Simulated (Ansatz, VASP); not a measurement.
Two plane-wave programs on Si2C

File INCAR:

```
PREC = Accurate
ENCUT = 600
EDIFF = 1E-6
ISMEAR = 0
SIGMA = 0.1
LREAL = False
LASPH = True
NELM = 100
ALGO = Normal
ISIF = 3
LWAVE = False
LCHARG = False
GGA = PE
IBRION = 2
NSW = 90
EDIFFG = -0.04
```

KPOINTS

```
regular mesh
0
Gamma
  4 4 4
```

POSCAR

```
Si2C
1.0
    4.5365899537      0.0000000000      0.0000000000
    0.0000000000      4.5365899537      0.0000000000
    0.0000000000      0.0000000000      4.5133446567
Si C
4 2
Direct
    0.5000000000      0.0000000000      0.2500000000
    0.0000000000      0.5000000000      0.2500000000
    0.5000000000      0.0000000000      0.7500000000
    0.0000000000      0.5000000000      0.7500000000
    0.5000000000      0.5000000000      0.2465843730
    0.5000000000      0.5000000000      0.7534156270
```

Input for Ansatz:

```yaml
crystal:
  lattice:
    - [4.5365899537, 0.0, 0.0]
    - [0.0, 4.5365899537, 0.0]
    - [0.0, 0.0, 4.5133446567]
  atoms:
    - { symbol: Si, position: [0.5, 0.0, 0.25] }
    - { symbol: Si, position: [0.0, 0.5, 0.25] }
    - { symbol: Si, position: [0.5, 0.0, 0.75] }
    - { symbol: Si, position: [0.0, 0.5, 0.75] }
    - { symbol: C, position: [0.5, 0.5, 0.246584373] }
    - { symbol: C, position: [0.5, 0.5, 0.753415627] }
basis:
  ecutwfc: 420
kpoints:
  mp_grid: { grid: [4, 4, 4] }
hamiltonian:
  xc: pbe
scf:
  occupations: { method: gaussian, width: 0.1 }
  lower_state_search: "off"
output:
  forces: true
  stress: true
  eigenvalues: true
relax:
  adjacent_minimum: "off"
  f_tol: 0.04
  max_steps: 70
  cell: { stress_tol: 0.4 }
```

Alike in both runs: task relaxation of cell and atoms; functional PBE; k mesh 4 × 4 × 4; occupations gaussian, width 0.1 eV; no spin polarisation.

|  | VASP | Ansatz |
| --- | --- | --- |
| version | VASP 6.6.1 | Ansatz 0.2.0 |
| potentials or method | VASP PAW PBE potentials, release 64 (Si, C) | scalar-relativistic, plane waves, PAW |
| plane-wave cutoff (eV) | 600 | 420 |
| valence electrons in the cell | 24 | 24 |

Ansatz gave:

```
gap on the k mesh at the Fermi level, each at its own relaxed structure (eV) : none
relaxed volume (Å³/atom)                                                     : 12.55
relaxed cell length with the largest relative difference (Å)                 : 3.950
energy change over the relaxation (meV/atom)                                 : -667
```

Question: What did VASP give for the same quantities?

Answer: gap on the k mesh at the Fermi level, each at its own relaxed structure (eV): none; relaxed volume (Å³/atom): 12.54; relaxed cell length with the largest relative difference (Å): 3.947; energy change over the relaxation (meV/atom): -666.

A gap of «none» marks a metal or a gap that the smearing closes.

Caveats: the volume moved by over 15 % at a fixed basis, so the end points are rough (VASP).
